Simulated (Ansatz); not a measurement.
# C25O: the cost of one run

Program: Ansatz 0.2.0. Level of theory: DFT PBE+D3(BJ), scalar-relativistic, plane waves, PAW. These are calculated values, not measurements.

2 further runs of the same task are left out: 2 set aside as unsound or not needed.

## (1) The structure to begin with

The structure is orthorhombic, space group Fmmm (No. 69). Conventional cell: a = 2.466 Å, b = 4.268 Å, c = 6.790 Å, α = 90.00°, β = 90.00°, γ = 90.00°. C (site symmetry m2m) has 3 C at 1.42 Å as nearest neighbours.

As a file:

```cif
data_structure
_symmetry_space_group_name_H-M 'P 1'
_symmetry_Int_Tables_number 1
_cell_length_a 4.0099
_cell_length_b 3.6117
_cell_length_c 2.4646
_cell_angle_alpha 80.170
_cell_angle_beta 62.558
_cell_angle_gamma 37.273
_cell_volume 17.86
loop_
_atom_site_label
_atom_site_type_symbol
_atom_site_fract_x
_atom_site_fract_y
_atom_site_fract_z
_atom_site_occupancy
C1 C 0.16670 0.83330 0.16670 1
C2 C 0.83330 0.16670 0.83330 1
```

It is the result of an earlier relaxation at this level (volume 8.93 Å³/atom; gap on the mesh: 0.07 eV).

## (4) The grid

Atoms count from 1 in the order of the input.

CO (O end down) is moved over the surface cell at a fixed height above a rigid substrate; the origin of the map has the adsorbate above C21; the height is held at 3.10 Å.

The axes are (1) position of O25 along the first surface vector, from above C21: 4 values from 0.00 to 0.75, periodic; (2) position of O25 along the second surface vector, from above C21: 4 values from 0.00 to 0.75, periodic.

Nothing else is relaxed. Points are written as (first, second).

The two vectors of the plane (Å): (2.466, 0.000, 0.000); (-1.233, 3.395, 0.000).

(The set-up runs are not shown.)

## (5) Grid point (0/4, 0/4) of the map's two axes

The input, input.yaml:

```yaml
crystal:
  lattice:
    - [4.9311586502, 0.0, 0.0]
    - [-2.4655793251, 6.7895556517, 0.0]
    - [0.0, 0.0, 24.0859273492]
  atoms:
    - { symbol: C, position: [0.25, 0.0, 0.1660720778] }
    - { symbol: C, position: [0.25, 0.5, 0.1660720778] }
    - { symbol: C, position: [0.75, 0.0, 0.1660720778] }
    - { symbol: C, position: [0.75, 0.5, 0.1660720778] }
    - { symbol: C, position: [0.0, 0.0, 0.1955956979] }
    - { symbol: C, position: [0.0, 0.5, 0.1955956979] }
    - { symbol: C, position: [0.5, 0.0, 0.1955956979] }
    - { symbol: C, position: [0.5, 0.5, 0.1955956979] }
    - { symbol: C, position: [0.0, 0.0, 0.2546772037] }
    - { symbol: C, position: [0.0, 0.5, 0.2546772037] }
    - { symbol: C, position: [0.5, 0.0, 0.2546772037] }
    - { symbol: C, position: [0.5, 0.5, 0.2546772037] }
    - { symbol: C, position: [0.25, 0.0, 0.2834904297] }
    - { symbol: C, position: [0.25, 0.5, 0.2834904297] }
    - { symbol: C, position: [0.75, 0.0, 0.2834904297] }
    - { symbol: C, position: [0.75, 0.5, 0.2834904297] }
    - { symbol: C, position: [0.25, 0.0, 0.3453287427] }
    - { symbol: C, position: [0.25, 0.5, 0.3453287427] }
    - { symbol: C, position: [0.75, 0.0, 0.3453287427] }
    - { symbol: C, position: [0.75, 0.5, 0.3453287427] }
    - { symbol: C, position: [0.0, 0.0, 0.3710020054] }
    - { symbol: C, position: [0.0, 0.5, 0.3710020054] }
    - { symbol: C, position: [0.5, 0.0, 0.3710020054] }
    - { symbol: C, position: [0.5, 0.5, 0.3710020054] }
    - { symbol: O, position: [0.0, 0.0, 0.4997078657] }
    - { symbol: C, position: [0.0, 0.0, 0.5474535881] }
basis:
  ecutwfc: 420
kpoints:
  mp_grid: { grid: [6, 4, 1] }
hamiltonian:
  xc: pbe
  pseudopotentials: { kind: paw, azcp: { folder: soft_1 } }
  dispersion: d3bj
scf:
  occupations: { method: gaussian, width: 0.05 }
output:
  forces: true
  eigenvalues: true
efield:
  axis: 3
  dipole_correction: true
  ramp_width: 0.04
```

Run with:

```console
> ansatz run input.yaml --threads 2 --pin off --max-ram 6144MiB --backend cpu --events-out ev --progress --plain --runs-dir out
```

Q: Estimate wall time and peak memory on 2 threads of Arm Neoverse N1, shared host.

About 1.7 min, with a peak of 1.3 GiB.
